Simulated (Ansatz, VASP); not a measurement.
# Two plane-wave programs on Ta

INCAR

```
SYSTEM = Ta
AGGAC = 1.0
AGGAX = 1.0
ALDAC = 0.0
ALDAX = 1.0
ALGO = Normal
EDIFF = 1E-6
ENCUT = 520
GGA = B5
ISIF = 2
ISMEAR = -1
LASPH = .TRUE.
LCHARG = .TRUE.
LELF = .TRUE.
LREAL = .FALSE.
LVHAR = .TRUE.
LWAVE = .FALSE.
NBANDS = 18
NELM = 80
PREC = Accurate
SIGMA = 0.1
```

The input KPOINTS:

```
k-points
0
G
  14 14 7
  0 0 0
```

POSCAR

```
Ta
1.0
    3.0299251668      0.0000000000      0.0000000000
   -1.5149625834      2.6239921660      0.0000000000
    0.0000000000      0.0000000000      5.4545944513
Ta
2
Direct
    0.3333333333      0.6666666667      0.2500000000
    0.6666666667      0.3333333333      0.7500000000
```

Input for Ansatz:

```yaml
crystal:
  lattice:
    - [3.0299251668, 0.0, 0.0]
    - [-1.5149625834, 2.623992166, 0.0]
    - [0.0, 0.0, 5.4545944513]
  atoms:
    - { symbol: Ta, position: [0.3333333333, 0.6666666667, 0.25] }
    - { symbol: Ta, position: [0.6666666667, 0.3333333333, 0.75] }
hamiltonian:
  xc: blyp
  pseudopotentials:
    kind: paw
    azcp:
      Ta: "pseudopotentials/Ta.paw.azcp"
basis:
  ecutwfc: 420
  fft_grid_basis: typed
kpoints:
  mp_grid: { grid: [14, 14, 7], shift: [0, 0, 0] }
magnetization:
  spin_polarized: false
scf:
  occupations: { method: fermi_dirac, width: 0.1 }
  lower_state_search: "off"
output:
  stress: true
  write_density: true
  write_potential: true
  elf: true
  volumetric_format: npy
```

Alike in both runs: task single point; functional BLYP; k mesh 14 × 14 × 7; occupations fermi-dirac, width 0.1 eV; no spin polarisation.

|  | VASP | Ansatz |
| --- | --- | --- |
| version | VASP 6.6.1 | Ansatz 0.2.0 |
| potentials or method | VASP PAW PBE potentials, release 64 (Ta_pv) | plane waves (420 eV) with PAW, scalar-relativistic |
| plane-wave cutoff (eV) | 520 | 420 |
| valence electrons in the cell | 22 | 26 |

|  | VASP | Ansatz | Ansatz less VASP |
| --- | --- | --- | --- |
| pressure (GPa) | -15.0 | -15.6 | -0.56 |
| largest component of the traceless stress (GPa) | 1.32 | 1.32 | +0.001 |

With one functional, cell and mesh, what is left measures potentials, basis and numerics. The two sets of potentials don't hold the same shells in valence.

Caveats: the PAW data sets were made with another functional, which shifts forces and pressure a little (VASP). Spin-orbit coupling is left out, which matters for the levels of Ta.
